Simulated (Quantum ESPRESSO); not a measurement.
**NaCl: dielectric tensor and Born charges under several settings**

```
Cl Na
1.0
     3.50219    0.00000    0.00000
     0.00000    3.50219    0.00000
     0.00000    0.00000    3.50219
Cl Na
1 1
Direct
  0.50000 0.50000 0.50000
  0.00000 0.00000 0.00000
```

Measurements of this composition are mostly on another form, of space group No. 225.

All runs used Quantum ESPRESSO 7.5; k mesh 6 × 6 × 6, shifted; given cell; no spin polarisation; cutoff 1197 eV; occupations smeared at first, fixed for the response.

```csv
level,potentials,pressure (GPa),ε∞ (diagonal),Born charge of atom 1 (e)
LDA,PseudoDojo 0.4.1 SR LDA standard,-3.1,2.79,-1.19
PBEsol,PseudoDojo 0.4.1 SR PBEsol standard,?,?,?
WC,PseudoDojo 0.4.1 SR PBE standard,-1.0,2.74,-1.18
BLYP,PseudoDojo 0.4.1 SR PBE standard,1.2,2.67,-1.19
AM05,PseudoDojo 0.4.1 SR PBE standard,-0.2,2.71,-1.19
```

**Question.** What stands in the row left open?

**Answer.** Pressure -1.2 GPa; ε∞ 2.74; Born charge of atom 1 -1.18 e.

Caveats: the potentials were made for another functional, which shifts forces and pressure (some runs); the cell is more than 3 GPa from zero pressure, which shifts response properties (some runs).
